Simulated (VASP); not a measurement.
## Line-ups at interfaces of InAs

Wanted: valence and conduction offsets of GaSb and InSb on InAs (110), and what a better gap does to them.

Program: VASP 6.6.1. Level of theory: PBEsol; plane waves and PAW (In_d, As), in the first sound run; inputs show where later runs differ. Results are calculated unless marked as measured.

### 1. The starting structure

It takes space group F-43m (No. 216, cubic). The conventional cell has a = 6.058 Å, b = 6.058 Å, c = 6.058 Å, α = 90.00°, β = 90.00°, γ = 90.00°. Nearest to In lie 4 As at 2.62 Å. Nearest to As lie 4 In at 2.62 Å. Farther neighbours are not listed.

Structure file:

```cif
data_structure
_symmetry_space_group_name_H-M 'P 1'
_symmetry_Int_Tables_number 1
_cell_length_a 4.2837
_cell_length_b 6.0580
_cell_length_c 4.2837
_cell_angle_alpha 90.000
_cell_angle_beta 90.000
_cell_angle_gamma 90.000
_cell_volume 111.16
loop_
_atom_site_label
_atom_site_type_symbol
_atom_site_fract_x
_atom_site_fract_y
_atom_site_fract_z
_atom_site_occupancy
In1 In 0.00000 0.00000 0.00000 1
In2 In 0.50000 0.50000 0.50000 1
As3 As 0.50000 0.25000 0.00000 1
As4 As 0.00000 0.75000 0.50000 1
```

### 2. Relax the substrate crystal, PBEsol

The substrate sets the in-plane lattice. The uneven mesh leaves it 0.5 % off cubic, and the steps below keep that.

This step took 2 runs in a row; the last is shown.

Level: PBEsol; plane waves and PAW (In_d, As); cell typed or built by script.

File INCAR:

```
SYSTEM = InAs
PREC = Accurate
ENCUT = 420
EDIFF = 1E-07
NELM = 120
ISMEAR = 0
SIGMA = 0.02
LREAL = .FALSE.
ALGO = Normal
GGA = PS
NBANDS = 24
LORBIT = 11
LWAVE = .FALSE.
LCHARG = .FALSE.
KPAR = 16
IBRION = 2
NSW = 40
ISIF = 3
EDIFFG = -0.005
POTIM = 0.4
```

File POSCAR:

```
InAs
1.0
    4.3159774996      0.0000000000      0.0000000000
    0.0000000000      6.0712186969      0.0000000000
    0.0000000000      0.0000000000      4.3159774996
In As
2 2
Direct
    0.0000000000      0.0000000000      0.0000000000
    0.5000000000      0.5000000000      0.5000000000
    0.5000000000      0.2500000000      0.0000000000
    0.0000000000      0.7500000000      0.5000000000
```

File KPOINTS:

```
Automatic mesh
0
Gamma
6 5 6
0 0 0
```

The projector-augmented-wave data sets are In_d and As (PBE family, release 64).

On the command line:

```sh
mpirun -np 16 vasp_std
```

The log of the run:

```text
[banner, memory and clock lines left out]
running   16 mpi-ranks, on    1 nodes
[...]
|                                                                             |
|           W    W    AA    RRRRR   N    N  II  N    N   GGGG   !!!           |
|           W    W   A  A   R    R  NN   N  II  NN   N  G    G  !!!           |
|           W    W  A    A  R    R  N N  N  II  N N  N  G       !!!           |
|           W WW W  AAAAAA  RRRRR   N  N N  II  N  N N  G  GGG   !            |
|           WW  WW  A    A  R   R   N   NN  II  N   NN  G    G                |
|           W    W  A    A  R    R  N    N  II  N    N   GGGG   !!!           |
|                                                                             |
|     For optimal performance we recommend to set                             |
|       NCORE = 2 up to number-of-cores-per-socket                            |
|     NCORE specifies how many cores store one orbital (NPAR=cpu/NCORE).      |
|     This setting can greatly improve the performance of VASP for DFT.       |
[...]
|     You enforced a specific xc type in the INCAR file but a different       |
|     [... a line on the potential file left out ...]
|     I HOPE YOU KNOW WHAT YOU ARE DOING!                                     |
|                                                                             |

 LDA part: xc-table for (Slater+PW92), standard interpolation
 POSCAR, INCAR and KPOINTS ok, starting setup
[...]
entering main loop
       N       E                     dE             d eps       ncg     rms          rms(c)
DAV:   1     0.274626276650E+03    0.27463E+03   -0.14625E+04  1440   0.141E+03
DAV:   2     0.776752418106E+01   -0.26686E+03   -0.26100E+03  1504   0.362E+02
DAV:   3    -0.166918824466E+02   -0.24459E+02   -0.24326E+02  1896   0.129E+02
DAV:   4    -0.175017675092E+02   -0.80989E+00   -0.80943E+00  1616   0.263E+01
[...]
DAV:  13    -0.169660156693E+02    0.11116E-05   -0.46673E-06  2120   0.139E-02    0.124E-02
DAV:  14    -0.169660158136E+02   -0.14427E-06   -0.10887E-06  1504   0.772E-03    0.231E-03
DAV:  15    -0.169660157840E+02    0.29591E-07   -0.10072E-07  1192   0.192E-03
   1 F= -.16966016E+02 E0= -.16965952E+02  d E =-.169660E+02
[...]
reached required accuracy - stopping structural energy minimisation
```

Run time: 4.4 s. Hardware: 16 MPI ranks of AMD EPYC 9R45, shared host; peak memory 3.3 GiB.

Lines that name or quote the potential files are left out of all logs, and their timing lines are given in words.

From OUTCAR (step 2):

```text
  Total       -0.0116593     -0.0118776     -0.0116593      0.0000000     -0.0000000      0.0000000
  in kB       -0.1651768     -0.1682696     -0.1651768      0.0000000     -0.0000000      0.0000000
  external PRESSURE =      -0.1662077 kB  Pullay stress =       0.0000000 kB

 POSITION                                       TOTAL-FORCE (eV/Angst)
 -----------------------------------------------------------------------------------
      0.00000      0.00000      0.00000         0.000000     -0.000000      0.000000
      2.15799      3.03561      2.15799        -0.000000     -0.000000     -0.000000
      2.15799      1.51780      0.00000         0.000000      0.000000      0.000000
      0.00000      4.55341      2.15799         0.000000      0.000000      0.000000
 -----------------------------------------------------------------------------------
    total drift:                                0.000000      0.000001      0.000000

  FREE ENERGIE OF THE ION-ELECTRON SYSTEM (eV)
  ---------------------------------------------------
  free  energy   TOTEN  =       -16.9660157840 eV

  energy  without entropy=      -16.9658872868  energy(sigma->0) =      -16.96595154

 reached required accuracy - stopping structural energy minimisation

[... 3 further parts left out ...]
[key lines of the parts left out:]
E-fermi :   4.1562
```

Numbers from this step:

* energy(sigma→0) of the program: -16.9660 eV
* stress, compression positive: xx, yy, zz -0.02, -0.02, -0.02 GPa
* volume: 113.093 Å³
* ionic steps: 1

### 3. Bulk band edges, PBEsol

A bulk run places the substrate's levels against the mean potential at its cores.

Level: PBEsol; plane waves and PAW (In_d, As); cell typed or built by script.

File INCAR:

```
SYSTEM = InAs
PREC = Accurate
ENCUT = 420
EDIFF = 1E-06
NELM = 100
ISMEAR = 0
SIGMA = 0.02
LREAL = .FALSE.
ALGO = Normal
GGA = PS
NBANDS = 23
LWAVE = .FALSE.
LCHARG = .FALSE.
KPAR = 16
```

POSCAR is that of step 2.

KPOINTS is that of step 2.

File KPOINTS_OPT:

```
Line mode
6
Line-mode
Reciprocal
  0.00000000   0.65000000   0.00000000
  0.00000000   1.00000000   0.00000000

  0.32500000   0.00000000   0.32500000
  0.50000000   0.00000000   0.50000000

  0.00000000   0.50000000   0.50000000
  0.50000000   0.50000000   0.00000000
```

On the command line:

```sh
mpirun -np 16 vasp_std
```

The log of the run:

```text
[banner, memory and clock lines left out]
running   16 mpi-ranks, on    1 nodes
[...]
[... a notice as in an earlier step ...]

 [... a notice as in an earlier step ...]

 LDA part: xc-table for (Slater+PW92), standard interpolation
 POSCAR, INCAR and KPOINTS ok, starting setup
[...]
entering main loop
       N       E                     dE             d eps       ncg     rms          rms(c)
DAV:   1     0.274962010042E+03    0.27496E+03   -0.14713E+04  1380   0.146E+03
DAV:   2     0.862779277007E+01   -0.26633E+03   -0.26101E+03  1429   0.373E+02
DAV:   3    -0.166433585307E+02   -0.25271E+02   -0.25033E+02  1752   0.134E+02
DAV:   4    -0.175024923703E+02   -0.85913E+00   -0.85851E+00  1607   0.278E+01
[...]
DAV:  12    -0.169660166944E+02    0.16022E-05   -0.20049E-05  1676   0.396E-02    0.239E-02
DAV:  13    -0.169660155867E+02    0.11077E-05   -0.46623E-06  1540   0.151E-02    0.118E-02
DAV:  14    -0.169660158097E+02   -0.22298E-06   -0.10808E-06  1006   0.626E-03
   1 F= -.16966016E+02 E0= -.16965952E+02  d E =-.128503E-03
 Start KPOINTS_OPT (optional k-point list driver)
k-point batch [1-18\18]
       N       E                     dE             ncg
DAV:   1     0.211660343388E+04   -0.99315E+04      828
DAV:   2    -0.264646194596E+04   -0.47631E+04      884
DAV:   3    -0.309143433975E+04   -0.44497E+03      996
DAV:   4    -0.310732704991E+04   -0.15893E+02      941
DAV:   5    -0.310825125031E+04   -0.92420E+00     1373
DAV:   6    -0.310826327995E+04   -0.12030E-01     1014
DAV:   7    -0.310826382086E+04   -0.54091E-03     1323
DAV:   8    -0.310826383194E+04   -0.11077E-04      939
DAV:   9    -0.310826383230E+04   -0.36676E-06      708
```

Elapsed: 5 s, on 16 MPI ranks; peak memory 3.8 GiB; 72 s of CPU time.

From OUTCAR (step 3):

```text
  LATTYP: Found a simple tetragonal cell.
 ALAT       =     4.3159774996
 C/A-ratio  =     1.4066845106

 Subroutine GETGRP returns: Found  8 space group operations
 (whereof  8 operations were pure point group operations)

The static configuration has the point symmetry D_2d.

 Found     30 irreducible k-points:

   k-points           NKPTS =     30   k-points in BZ     NKDIM =     30   number of bands    NBANDS=     23

   dimension x,y,z NGX =    30 NGY =   42 NGZ =   30
   dimension x,y,z NGXF=    60 NGYF=   84 NGZF=   60

   ENCUT  =  420.0 eV  30.87 Ry    5.56 a.u.   7.21 10.15  7.21*2*pi/ulx,y,z

   NELECT =      36.0000    total number of electrons

 E-fermi :   4.1562

 k-point     1 :       0.0000    0.0000    0.0000
  band No.  band energies     occupation
    ...
     15       1.8600      2.00000
     16       3.7506      2.00000
     17       4.1416      1.69757
     18       4.1416      1.69757
     19       4.1635      0.60486
     20       5.6071      0.00000
     21       6.0932      0.00000
     22       7.9885      0.00000
     23       7.9957      0.00000

 k-point     2 :       0.1667    0.0000    0.0000
  band No.  band energies     occupation
    ...
     14       1.2528      2.00000
     15       2.0268      2.00000
     16       2.1112      2.00000
     17       3.6334      2.00000
     18       4.0397      2.00000
     19       5.3613      0.00000
     20       5.9574      0.00000
     21       7.1870      0.00000
     22       7.9148      0.00000
     23       8.1727      0.00000

  Total       -0.0140653     -0.0142236     -0.0140653      0.0000000      0.0000000      0.0000000
  in kB       -0.1992622     -0.2015057     -0.1992622      0.0000000      0.0000000      0.0000000
  external PRESSURE =      -0.2000100 kB  Pullay stress =       0.0000000 kB

 POSITION                                       TOTAL-FORCE (eV/Angst)
 -----------------------------------------------------------------------------------
      0.00000      0.00000      0.00000         0.000000      0.000000     -0.000000
      2.15799      3.03561      2.15799        -0.000000      0.000000      0.000000
      2.15799      1.51780      0.00000        -0.000000     -0.000000     -0.000000
      0.00000      4.55341      2.15799         0.000000     -0.000000     -0.000000
 -----------------------------------------------------------------------------------
    total drift:                                0.000000      0.000001      0.000000

  FREE ENERGIE OF THE ION-ELECTRON SYSTEM (eV)
  ---------------------------------------------------
  free  energy   TOTEN  =       -16.9660158097 eV

  energy  without entropy=      -16.9658873067  energy(sigma->0) =      -16.96595156

[... 1 part as in an earlier step ...]

[... 7 further parts left out ...]
```

Read from the output:

* energy(sigma→0) of the program: -16.9660 eV
* stress, compression positive: xx, yy, zz -0.02, -0.02, -0.02 GPa

The run ends at a pressure of -0.02 GPa.

### 4. Bulk band edges, HSE06

At this level only the shift of the substrate's edges against the mean potential of the cell is used.

Level: HSE06; plane waves and PAW (In_d, As); cell typed or built by script.

Edit INCAR of step 3 so:

```diff
@@ -9,6 +9,11 @@
 ALGO = Normal
-GGA = PS
+LHFCALC = .TRUE.
+AEXX = 0.25
+GGA = PE
+HFSCREEN = 0.2
+LASPH = .TRUE.
 NBANDS = 23
+PRECFOCK = Fast
 LWAVE = .FALSE.
 LCHARG = .FALSE.
-KPAR = 16
+KPAR = 2
```

POSCAR is that of step 3.

File KPOINTS:

```
Automatic mesh
0
Gamma
3 3 3
0 0 0
```

KPOINTS_OPT is that of step 3.

On the command line:

```sh
mpirun -np 16 vasp_std
```

The log of the run:

```text
[banner, memory and clock lines left out]
running   16 mpi-ranks, on    1 nodes
[...]
[... a notice as in an earlier step ...]

 LDA part: xc-table for (Slater+PW92), standard interpolation
|                                                                             |
|           W    W    AA    RRRRR   N    N  II  N    N   GGGG   !!!           |
|           W    W   A  A   R    R  NN   N  II  NN   N  G    G  !!!           |
|           W    W  A    A  R    R  N N  N  II  N N  N  G       !!!           |
|           W WW W  AAAAAA  RRRRR   N  N N  II  N  N N  G  GGG   !            |
|           WW  WW  A    A  R   R   N   NN  II  N   NN  G    G                |
|           W    W  A    A  R    R  N    N  II  N    N   GGGG   !!!           |
|                                                                             |
|     The number of bands has been changed from the values supplied in        |
|     The orbitals not found in the WAVECAR file will be initialized with     |
|     random numbers, which is usually adequate. For correlated               |
[...]
1 F= -.18221452E+02 E0= -.18221452E+02  d E =-.162451E-28
 Start KPOINTS_OPT (optional k-point list driver)
k-point batch [1-6\18]
       N       E                     dE             ncg
DAV:   1     0.612588413229E+03    0.70805E+02      288
DAV:   2    -0.131518796300E+04   -0.19278E+04      312
DAV:   3    -0.151357652643E+04   -0.19839E+03      368
DAV:   4    -0.152348752511E+04   -0.99110E+01      328
DAV:   5    -0.152383843117E+04   -0.35091E+00      424
DAV:   6    -0.152384397328E+04   -0.55421E-02      336
DAV:   7    -0.152384415486E+04   -0.18159E-03      408
DAV:   8    -0.152384415850E+04   -0.36350E-05      336
DAV:   9    -0.152384415859E+04   -0.94373E-07      192
[...]
k-point batch [13-18\18]
       N       E                     dE             ncg
DAV:   1     0.556241395011E+03   -0.43645E+04      288
DAV:   2    -0.136058164597E+04   -0.19168E+04      296
DAV:   3    -0.156219246191E+04   -0.20161E+03      368
DAV:   4    -0.157174571348E+04   -0.95533E+01      320
DAV:   5    -0.157211249779E+04   -0.36678E+00      472
DAV:   6    -0.157211818192E+04   -0.56841E-02      368
DAV:   7    -0.157211835880E+04   -0.17688E-03      448
DAV:   8    -0.157211836201E+04   -0.32079E-05      344
DAV:   9    -0.157211836210E+04   -0.93891E-07      248
```

The job ended after 39 s (16 MPI ranks; peak memory 3.6 GiB).

Parts of OUTCAR (step 4):

```text
 POSITION                                       TOTAL-FORCE (eV/Angst)
 -----------------------------------------------------------------------------------
      0.00000      0.00000      0.00000        -0.000000      0.000000      0.000000
      2.15799      3.03561      2.15799        -0.000000      0.000000      0.000000
      2.15799      1.51780      0.00000         0.000000      0.000000     -0.000000
      0.00000      4.55341      2.15799         0.000000      0.000000     -0.000000
 -----------------------------------------------------------------------------------
    total drift:                                0.000002      0.000001      0.000011

  FREE ENERGIE OF THE ION-ELECTRON SYSTEM (eV)
  ---------------------------------------------------
  free  energy   TOTEN  =       -18.2214520914 eV

  energy  without entropy=      -18.2214520914  energy(sigma->0) =      -18.22145209

[... 1 part as in an earlier step ...]

[... 2 further parts left out ...]
[key lines of the parts left out:]
E-fermi :   4.0831
```

This run gave:

```
energy(sigma→0) of the program : -18.2215 eV
```

### 5. Bulk band edges, HSE06 with spin-orbit coupling

At this level only the shift of the substrate's edges against the mean potential of the cell is used.

Level: HSE06, spin-orbit coupling; plane waves and PAW (In_d, As); cell typed or built by script.

Edit INCAR of step 4 so:

```diff
@@ -14,3 +14,7 @@
 LASPH = .TRUE.
-NBANDS = 23
+LNONCOLLINEAR = .TRUE.
+MAGMOM = 0 0 0 0 0 0 0 0 0 0 0 0
+NBANDS = 46
+GGA_COMPAT = .FALSE.
+LSORBIT = .TRUE.
 PRECFOCK = Fast
```

POSCAR is that of step 4.

KPOINTS is that of step 4.

KPOINTS_OPT is that of step 4.

On the command line:

```sh
mpirun -np 16 vasp_ncl
```

The log of the run:

```text
[banner, memory and clock lines left out]
running   16 mpi-ranks, on    1 nodes
[...]
[... a notice as in an earlier step ...]

 LDA part: xc-table for (Slater+PW92), standard interpolation
|                                                                             |
|           W    W    AA    RRRRR   N    N  II  N    N   GGGG   !!!           |
|           W    W   A  A   R    R  NN   N  II  NN   N  G    G  !!!           |
|           W    W  A    A  R    R  N N  N  II  N N  N  G       !!!           |
|           W WW W  AAAAAA  RRRRR   N  N N  II  N  N N  G  GGG   !            |
|           WW  WW  A    A  R   R   N   NN  II  N   NN  G    G                |
|           W    W  A    A  R    R  N    N  II  N    N   GGGG   !!!           |
|                                                                             |
|     The number of bands has been changed from the values supplied in        |
|     The orbitals not found in the WAVECAR file will be initialized with     |
|     random numbers, which is usually adequate. For correlated               |
[...]
1 F= -.18312509E+02 E0= -.18312509E+02  d E =-.141165E-18  mag=     0.0000     0.0000     0.0000
 Start KPOINTS_OPT (optional k-point list driver)
k-point batch [1-7\18]
       N       E                     dE             ncg
DAV:   1     0.101873938841E+04   -0.13292E+03      680
DAV:   2    -0.142010340240E+04   -0.24388E+04      672
DAV:   3    -0.176436789183E+04   -0.34426E+03      824
DAV:   4    -0.179080101118E+04   -0.26433E+02      784
DAV:   5    -0.179178137312E+04   -0.98036E+00      992
DAV:   6    -0.179180039898E+04   -0.19026E-01      968
DAV:   7    -0.179180085455E+04   -0.45557E-03     1000
DAV:   8    -0.179180086652E+04   -0.11969E-04      952
DAV:   9    -0.179180086690E+04   -0.37952E-06      520
[...]
k-point batch [15-18\18]
       N       E                     dE             ncg
DAV:   1     0.319571036130E+04   -0.25213E+04      384
DAV:   2     0.180310643752E+04   -0.13926E+04      384
DAV:   3     0.160966433400E+04   -0.19344E+03      440
DAV:   4     0.159640521232E+04   -0.13259E+02      472
DAV:   5     0.159584245875E+04   -0.56275E+00      584
DAV:   6     0.159583161507E+04   -0.10844E-01      592
DAV:   7     0.159583137867E+04   -0.23640E-03      592
DAV:   8     0.159583137255E+04   -0.61139E-05      568
DAV:   9     0.159583137237E+04   -0.18372E-06      344
```

Run time: 3.7 min. Hardware: 16 MPI ranks; peak memory 4.9 GiB; 59 min of CPU time.

From OUTCAR (step 5):

```text
 POSITION                                       TOTAL-FORCE (eV/Angst)
 -----------------------------------------------------------------------------------
      0.00000      0.00000      0.00000         0.000000      0.000000     -0.000000
      2.15799      3.03561      2.15799        -0.000000      0.000000     -0.000000
      2.15799      1.51780      0.00000         0.000000      0.000000      0.000000
      0.00000      4.55341      2.15799         0.000000      0.000000      0.000000
 -----------------------------------------------------------------------------------
    total drift:                                0.000005     -0.000012      0.000001

  FREE ENERGIE OF THE ION-ELECTRON SYSTEM (eV)
  ---------------------------------------------------
  free  energy   TOTEN  =       -18.3125091349 eV

  energy  without entropy=      -18.3125091349  energy(sigma->0) =      -18.31250913

[... 1 part as in an earlier step ...]

[... 2 further parts left out ...]
[key lines of the parts left out:]
E-fermi :   4.1500
```

This run gave:

| Property | Result |
| --- | --- |
| energy(sigma→0) of the program | -18.3125 eV |

(Part 1 of 3 ends here.)

[Lines on the potential files, build, host, timing and source positions are cut from VASP's logs without a mark.]

[Logs are printed without paths, hosts, clocks, repeated set-up lines and the standing remarks that a program may print on its own settings, such as how far it seeks lower states.]

[Hosts, paths, dates, database ids (printed as entryN), source tags and the programs' standing remarks are cut or masked in the printed files.]

[In band tables of VASP the shares of atoms and orbitals are scaled to a sum of 1 inside the atoms' spheres.]
